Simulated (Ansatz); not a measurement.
# Bi2Te3: the change of energy above lowest point with volume scale

Results calculated with Ansatz 0.2.0, not measured. Free energy against uniform scaling of the volume at fixed shape and fractions; periodic cell, basis, potentials, k mesh and filling as listed.

The cell before it is scaled or strained (space group R3m, No. 160):
```
Bi2Te3
1.0
      2.2085     1.2751     9.9467
     -2.2085     1.2751     9.9467
      0.0000    -2.5502     9.9467
Bi Te
2 3
Direct
  0.18800 0.18800 0.18800
  0.59800 0.59800 0.59800
  0.38900 0.38900 0.38900
  0.80000 0.80000 0.80000
  0.00000 0.00000 0.00000
```

Settings of every row: functional PBEsol; dispersion none; potentials PAW; wave cutoff 500 eV; density cutoff 2000 eV; k mesh 6x6x6; k shift 0x0x0; occupations fermi dirac; smearing width 0.1 eV; spin none.

Limits: coarse k mesh, up to 40 meV an atom off; no spin-orbit coupling, which can matter with elements this heavy.

| row | volume scale | V (Å³/atom) | energy above lowest point (meV/atom) |
| --- | --- | --- | --- |
| 1 | 0.92 | 30.924 | 25.8 |
| 2 | 0.9467 | 31.821 | 8 |
| 3 | 0.9733 | 32.715 | 0 |
| 4 | 1 | 33.613 | ? |
| 5 | 1.0267 | 34.51 | 8.2 |
| 6 | 1.0533 | 35.404 | 22.1 |
| 7 | 1.08 | 36.302 | 41.4 |

Question: what energy above lowest point should row 4 give?

Worked fit of energy above lowest point. Take u = (V_r/V)^(2/3) − 1 with V_r = 33.612 Å³ an atom, which is twice the finite (Eulerian) strain; such expansions in the strain, on which the Birch-Murnaghan equation of state is built, carry the rest volume and the bulk modulus. The shown rows have u = 0.05714, 0.03718, 0.0182, -0.01742, -0.03404, -0.05003. Least squares give energy above lowest point = 0.47 − 239.8 × u + 11744 × u² + 3716 × u³ meV/atom; a parabola predicts inner rows, each left out in turn, worse (root mean square 0.2 against 0.031 meV/atom). All shown rows lie on it to the printed digit. Its lowest point lies at u = 0.0102, or V = 33.11 Å³ an atom, and the curvature there gives the bulk modulus at fixed shape and fractions, B = (4/9)(1 + u)² E″(u)/V = 52 GPa. Letting shape and atoms relax would as a rule lower it, by much in layered, chain or molecular crystals. The withheld row has u = -2e-05, so the fit gives 0.47 − 239.8 × (-2e-05) + 11744 × (-2e-05)² + 3716 × (-2e-05)³ = 0.5 meV/atom.

The calculation gave 0.5 meV/atom. The fit meets it to the printed digit.
